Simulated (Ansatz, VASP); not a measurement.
## K: VASP beside Ansatz

Contents of INCAR:

```
ALGO = Normal ; EDIFF = 1E-6
ENCUT = 520 ; GGA = PS
ISIF = 2 ; ISMEAR = 0
LASPH = True ; LCHARG = False
LREAL = False ; LWAVE = False
NBANDS = 10 ; NELM = 100
PREC = Accurate ; SIGMA = 0.1
```

The input KPOINTS:

```
k-points
0
Gamma
  12 12 12
```

The input POSCAR:

```
K
1.0
   -2.5316486330      2.5316486330      2.5316486330
    2.5316486330     -2.5316486330      2.5316486330
    2.5316486330      2.5316486330     -2.5316486330
K
1
Direct
    0.0000000000      0.0000000000      0.0000000000
```

Input for Ansatz:

```yaml
crystal:
  lattice:
    - [-2.531648633, 2.531648633, 2.531648633]
    - [2.531648633, -2.531648633, 2.531648633]
    - [2.531648633, 2.531648633, -2.531648633]
  atoms:
    - { symbol: K, position: [0.0, 0.0, 0.0] }
basis:
  ecutwfc: 420
kpoints:
  mp_grid: { grid: [12, 12, 12] }
hamiltonian:
  xc: pbesol
scf:
  occupations: { method: gaussian, width: 0.1 }
output:
  forces: true
  stress: true
  eigenvalues: true
```

Alike in both runs: task single point; functional PBEsol; k mesh 12 × 12 × 12; occupations gaussian, width 0.1 eV; no spin polarisation.

|  | VASP | Ansatz |
| --- | --- | --- |
| version | VASP 6.6.1 | Ansatz 0.2.0 |
| potentials or method | VASP PAW PBE potentials, release 64 (K_sv) | scalar-relativistic, plane waves, PAW |
| plane-wave cutoff (eV) | 520 | 420 |
| valence electrons in the cell | 9 | 9 |

|  | VASP | Ansatz | Ansatz less VASP |
| --- | --- | --- | --- |
| gap on the k mesh at the Fermi level (eV) | none | none | - |
| pressure (GPa) | 0.4 | 0.4 | +0.01 |

A gap of «none» marks a metal or a gap that the smearing closes.

Caveats: the PAW data sets were made with another functional, which shifts forces and pressure a little (VASP).
